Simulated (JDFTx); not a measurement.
Ge:

```
Ge
1.0
     0.00000    2.82891    2.82891
     2.82891    0.00000    2.82891
     2.82891    2.82891    0.00000
Ge
2
Cartesian
  4.2434 4.2434 4.2434
  2.8289 2.8289 2.8289
```

```yaml
Program: JDFTx 1.7.0 (patched build)
Task: relaxation of cell and atoms
Functional: PBE
Potentials_or_basis: SPMS-PBE-1.0 with smoothed tails
Cutoff: 1088 eV
Density_cutoff: 8708 eV
k_mesh: 4 × 4 × 4
Occupations: fermi-dirac, width 0.05 eV
Spin: no spin polarisation
```

At the start: pressure 4.4 GPa; volume 22.64 Å³/atom.

Problem. Where does the relaxation end?

Solution. Over 6 steps the energy falls by 23.9 meV/atom and the volume is 24.41 Å³/atom (+7.8 %); space group Fd-3m (No. 227, to 0.05 Å).

Step by step:
| step | energy change (eV) | largest force (eV/Å) | pressure (GPa) | volume (Å³) |
| --- | --- | --- | --- | --- |
| 1 | 0.0000 | 0.0000 | 4.41 | 45.28 |
| 2 | -0.0233 | 0.0000 | 3.22 | 46.25 |
| 3 | -0.0475 | 0.0000 | -0.32 | 49.11 |
| 4 | -0.0478 | 0.0000 | -0.02 | 48.83 |
| 5 | -0.0478 | 0.0000 | -0.01 | 48.82 |
| 6 | -0.0478 | 0.0000 | 0.00 | 48.81 |

Final structure:
```yaml
crystal:
  lattice:
    - [0.00000, 2.90070, 2.90070]
    - [2.90070, 0.00000, 2.90070]
    - [2.90070, 2.90070, 0.00000]
  atoms:
    - { symbol: Ge, position: [0.75000, 0.75000, 0.75000] }
    - { symbol: Ge, position: [0.50000, 0.50000, 0.50000] }
```

Caveat: the k mesh is coarse (spacing up to 0.48 Å⁻¹), so the values aren't converged; the plane waves are those of the starting cell, so after so large a change of volume the result is rough.
